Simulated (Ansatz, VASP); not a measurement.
# Sb in VASP and in Ansatz

```xyz
1
Lattice="0.0000 2.3712 2.4898 2.3712 0.0000 2.4898 2.3712 2.3712 0.0000" Properties=species:S:1:pos:R:3 pbc="T T T"
Sb    0.0000    0.0000    0.0000
```

Change from the starting cell: strain +0.000 along x and y, +0.050 along z, atoms carried along.

Alike in both runs: task single point; functional PBE; dispersion D3(BJ); k mesh 18 × 18 × 18; occupations gaussian, width 0.15 eV; no spin polarisation.

```csv
,VASP,Ansatz
version,VASP 6.6.1,Ansatz 0.2.0
potentials or method,"VASP PAW PBE potentials, release 64 (Sb)","scalar-relativistic, plane waves, PAW"
plane-wave cutoff (eV),520,420
valence electrons in the cell,5,15
```

```tsv
	VASP	Ansatz	Ansatz less VASP
gap on the k mesh at the Fermi level (eV)	none	none	-
pressure (GPa)	-4.0	-3.9	+0.14
largest component of the traceless stress (GPa)	0.56	0.56	+0.001
```

A gap of «none» marks a metal or a gap that the smearing closes. The two sets of potentials don't hold the same shells in valence.

Caveats: pairwise dispersion overbinds metals, which lowers pressure and volume. Spin-orbit coupling is left out, which matters for the levels of Sb.
